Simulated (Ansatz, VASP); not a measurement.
**Two plane-wave programs on GaN**

```
CELL_PARAMETERS angstrom
0.00000 2.07184 2.07184
2.07184 0.00000 2.07184
2.07184 2.07184 0.00000
ATOMIC_POSITIONS crystal
Ga 0.00000 0.00000 0.00000
N 0.50000 0.50000 0.50000
```

Alike in both runs: task single point; functional r2SCAN; k mesh 14 × 14 × 14; occupations gaussian, width 0.05 eV; no spin polarisation.

|  | VASP | Ansatz |
| --- | --- | --- |
| version | VASP 6.6.1 | Ansatz 0.2.0 |
| potentials or method | VASP PAW PBE potentials, release 64 (Ga_d, N) | scalar-relativistic, plane waves, PAW |
| plane-wave cutoff (eV) | 520 | 500 |
| valence electrons in the cell | 18 | 18 |

|  | VASP | Ansatz | Ansatz less VASP |
| --- | --- | --- | --- |
| gap on the k mesh at the Fermi level (eV) | 1.51 | 1.54 | +0.025 |
| least direct gap on the mesh (eV) | 4.13 | 4.10 | -0.033 |
| pressure (GPa) | 16.0 | 14.4 | -1.56 |

Caveats: so large a pressure means that the cell lies far from this level's equilibrium, or that cutoff or potentials fall short (VASP); the potentials were made for another functional, which shifts forces and pressure (VASP). A k mesh can miss the band edges.
